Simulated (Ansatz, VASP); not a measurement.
Two plane-wave programs on Fe

```
Fe
1.0
     1.70008   -1.72624    0.00000
     1.70008    1.72624    0.00000
     0.00000    0.00000    3.70970
Fe
2
Direct
  0.50000 0.50000 0.50000
  0.00000 0.00000 0.00000
```

Alike in both runs: task single point; functional BLYP; k mesh 2 × 2 × 2; occupations gaussian, width 0.1 eV; collinear spin.

|  | VASP | Ansatz |
| --- | --- | --- |
| version | VASP 6.6.1 | Ansatz 0.2.0 |
| potentials or method | VASP PAW PBE potentials, release 64 (Fe) | scalar-relativistic, plane waves, PAW |
| plane-wave cutoff (eV) | 520 | 420 |
| valence electrons in the cell | 16 | 32 |

|  | VASP | Ansatz | Ansatz less VASP |
| --- | --- | --- | --- |
| gap on the k mesh at the Fermi level (eV) | none | none | - |
| pressure (GPa) | 1.2 | 2.0 | +0.83 |
| largest component of the traceless stress (GPa) | 5.66 | 5.93 | +0.265 |
| net moment per atom (μB) | 0.00 | 0.00 | 0.000 |
| size of the moment on the site where the two differ most (μB) | 1.00 | 1.05 | +0.051 |

Site moments also hang on the region over which each program counts them. A gap of «none» marks a metal or a gap that the smearing closes. The two sets of potentials don't hold the same shells in valence. Ansatz warned: «stability_check_not_made».

Caveats: the k mesh is coarse (spacing up to 1.30 Å⁻¹), so the values aren't converged; the PAW data sets were made with another functional, which shifts forces and pressure a little (VASP).
